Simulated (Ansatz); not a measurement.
**Zr: stress in a strained cell**

Zr is deformed so: zz strain of +1 %. What stress and forces result, by LAPW, PAW and all-electron datasets made for the crystal?

Program: Ansatz 0.2.0. Level of theory: DFT PBEsol, scalar-relativistic. These are calculated values, not measurements.

## 1. The system as given

Symmetry: Im-3m, No. 229, cubic system. Conventional cell: a = 3.620 Å, b = 3.620 Å, c = 3.620 Å, α = 90.00°, β = 90.00°, γ = 90.00°. Zr (site symmetry m-3m) has 8 Zr at 3.14 Å as nearest neighbours.

Structure file:

```
CELL_PARAMETERS angstrom
-1.81000 1.81000 1.81000
1.81000 -1.81000 1.81000
1.81000 1.81000 -1.81000
ATOMIC_POSITIONS crystal
Zr 0.00000 0.00000 0.00000
```

## 2. After the deformation

Space group Im-3m before, I4/mmm after.

## 3. Full-potential LAPW

Input file input.yaml:

```yaml
crystal:
  lattice:
    - [-1.81, 1.81, 1.8281]
    - [1.81, -1.81, 1.8281]
    - [1.81, 1.81, -1.8281]
  atoms:
    - { symbol: Zr, position: [0.0, 0.0, 0.0] }
kpoints:
  mp_grid: { grid: [14, 14, 14] }
  band_path:
    path:
      - [0.0, 0.0, 0.0]
      - [0.0, 0.0, 0.5]
      - [0.25, 0.25, 0.25]
      - [0.0, 0.5, 0.0]
      - [0.0, 0.0, 0.0]
      - [0.5, 0.5, -0.5]
      - [0.4950740124, 0.5049259876, -0.4950740124]
      - [-0.4950740124, 0.4950740124, 0.4950740124]
      - [0.0, 0.0, 0.0]
    npoints: 5
scf:
  occupations: { method: fermi_dirac, width: 0.08 }
hamiltonian:
  xc: pbesol
  pseudopotentials: { kind: all_electron, lapw: { basis_error: 0.0005 } }
output:
  forces: true
  stress: true
  eigenvalues: true
```

The run is started by

```
$ ansatz run input.yaml --threads 1 --pin off --max-ram 3072MiB --backend cpu --events-out ev --progress --plain --runs-dir out
```

## 4. Frozen-core PAW

Input file input.yaml:

```yaml
crystal:
  lattice:
    - [-1.81, 1.81, 1.8281]
    - [1.81, -1.81, 1.8281]
    - [1.81, 1.81, -1.8281]
  atoms:
    - { symbol: Zr, position: [0.0, 0.0, 0.0] }
kpoints:
  mp_grid: { grid: [14, 14, 14] }
scf:
  occupations: { method: fermi_dirac, width: 0.08 }
hamiltonian:
  xc: pbesol
  pseudopotentials: { kind: paw }
output:
  forces: true
  stress: true
  eigenvalues: true
  efg: { contact_densities: true }
  write_density: true
  write_potential: true
  elf: true
  volumetric_format: npy
```

## 5. Datasets made for this crystal

Edit input.yaml of step 4 so:

```diff
@@ -13,3 +13,3 @@
   xc: pbesol
-  pseudopotentials: { kind: paw }
+  pseudopotentials: { kind: all_electron, datasets: crystal }
 output:
@@ -19,5 +19 @@
   efg: { contact_densities: true }
-  write_density: true
-  write_potential: true
-  elf: true
-  volumetric_format: npy
```

(Steps that only read results are left out.)

Before running it: what results should come out? Wanted: pressure; largest shear or deviatoric stress.

The runs gave:

| quantity | value |
| --- | --- |
| pressure | LAPW -7.36, PAW -7.38, crystal datasets -7.36 GPa |
| largest shear or deviatoric stress (LAPW) | 0.07 GPa |

In words: The largest part of the stress beyond the pressure is 0.07 GPa in size, in the zz component. No run of the undeformed cell stands beside it, so the pressure holds what the given cell had before the change. PAW: stress within 0.02 GPa of LAPW. Crystal datasets: stress within 0.01 GPa of LAPW.
